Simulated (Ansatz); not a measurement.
This SiO2 structure is the end of a relaxation. The cell was found from a structure generator's guess, not taken from experiment.

These are results of DFT PBE, scalar-relativistic, plane waves, PAW (Ansatz 0.2.0), not measurements. Cutoff 420 eV, Γ-centred mesh, Gaussian smearing, no spin polarisation.

```xyz
9
Lattice="5.1058 0.0000 0.0000 -2.5529 4.4218 0.0000 0.0000 0.0000 5.5853" Properties=species:S:1:pos:R:3 pbc="T T T"
Si   -1.2765    2.2109    4.6544
Si    1.2765    2.2109    0.9309
Si    2.5529    0.0000    2.7927
O     2.5529    2.5817    0.0000
O     0.0000    1.8401    0.0000
O     3.5122    0.9201    3.7235
O    -0.9593    3.5017    3.7235
O     1.5936    0.9201    1.8618
O     0.9593    3.5017    1.8618
```

The zero of energy is the elements' standard structures at the same level (O₂ as a molecule); no fitted shifts are applied.

(1) What space group does it have?

(2) What is its formation energy per atom?

(3) Is it a metal?

Results:

(1) P6_422 (No. 181). Conventional cell: a = 5.106 Å, c = 5.585 Å. Around Si lie 4 O at 1.62 Å; around O lie 2 Si at 1.62 Å.

(2) −2.773 eV/atom. A negative formation energy is needed for stability but isn't enough: competing phases decide.

(3) No, the gap on the 6×6×4 mesh is 5.55 eV.

The last run used a 6×6×4 mesh (in the run's order of axes) for its 9-atom cell and Gaussian smearing of 0.02 eV. Kohn–Sham gaps at this level usually fall short of measured ones. Symmetry constrained the relaxation, so the result can be a saddle point.
